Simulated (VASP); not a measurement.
Input of a VASP 6.6.1 run:

Contents of INCAR:

```
  PREC = Accurate
  ENCUT = 600
  EDIFF = 1E-7
  ISMEAR = 0
  SIGMA = 0.1
  LREAL = False
  LASPH = True
  NELM = 80
  ALGO = Normal
  ISIF = 3
  LWAVE = False
  LCHARG = False
  GGA = RP
  IBRION = 2
  NSW = 90
  EDIFFG = -0.005
```

KPOINTS

```
Automatic mesh
0
Gamma
  18 18 18
```

File POSCAR:

```
Ti
1.0
   -1.6532500000      1.6532500000      1.6532500000
    1.6532500000     -1.6532500000      1.6532500000
    1.6532500000      1.6532500000     -1.6532500000
Ti
1
Direct
    0.0000000000      0.0000000000      0.0000000000
```

Potentials or basis: VASP PAW PBE potentials, release 64 (Ti_sv).

Command:

```sh
$ cat potpaw_PBE.64/Ti_sv/POTCAR > POTCAR
$ mpirun -np 1 vasp_std > vasp.out
```

(1) Predict the relaxed cell.

(2) What does it give for the space group after relaxing (to 0.05 Å)?

(3) Estimate the band gap on the k mesh.

(4) Estimate the relaxed volume.

Answers

(1) a = 2.846 Å, b = 2.846 Å, c = 2.846 Å, α = 109.47°, β = 109.47°, γ = 109.47°.

(2) Im-3m (No. 229).

(3) none (metal or under the smearing width).

(4) 17.74 Å³/atom.

Caveat: the PAW data sets were made with another functional, which shifts forces and pressure a little.
